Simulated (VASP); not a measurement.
**Al under changes of volume**

One of the cells (15.719 Å³/atom); the others are scaled copies at fixed shape and fractional positions:

```xyz
1
Lattice="0.0000 1.9882 1.9882 1.9882 0.0000 1.9882 1.9882 1.9882 0.0000" Properties=species:S:1:pos:R:3 pbc="T T T"
Al    0.0000    0.0000    0.0000
```

| Property | Result |
| --- | --- |
| Program | VASP 6.6.1 |
| Functional | PBE |
| Dispersion | D3(BJ) |
| Potentials or basis | VASP PAW PBE potentials, release 64 (Al) |
| Cutoff | 520 eV |
| k mesh | 10 × 10 × 10 |
| Occupations | fermi-dirac, width 0.05 eV |
| Spin | no spin polarisation |

```csv
volume (Å³/atom),energy over the lowest point (meV/atom),pressure (GPa)
15.090,?,?
15.405,1.36,1.8
15.719,0.00,0.0
16.034,1.88,-1.6
16.348,6.59,-2.9
```

Question: What does the run at 15.090 Å³/atom give?

Answer: Energy over the lowest point 6.46 meV/atom; pressure 3.8 GPa.

Worked out: A Birch-Murnaghan fit of order 2 (a polynomial in V^(-2/3)) to the other rows has its minimum at 15.69 Å³/atom with B0 = V·E''(V) = 82 GPa. It gives 6.24 meV/atom at 15.090 Å³/atom, against the run's 6.46, and -dE/dV = 3.4 GPa, against 3.8.

Energies are extrapolated to zero smearing.

Caveats: pairwise dispersion overbinds metals, which lowers pressure and volume.
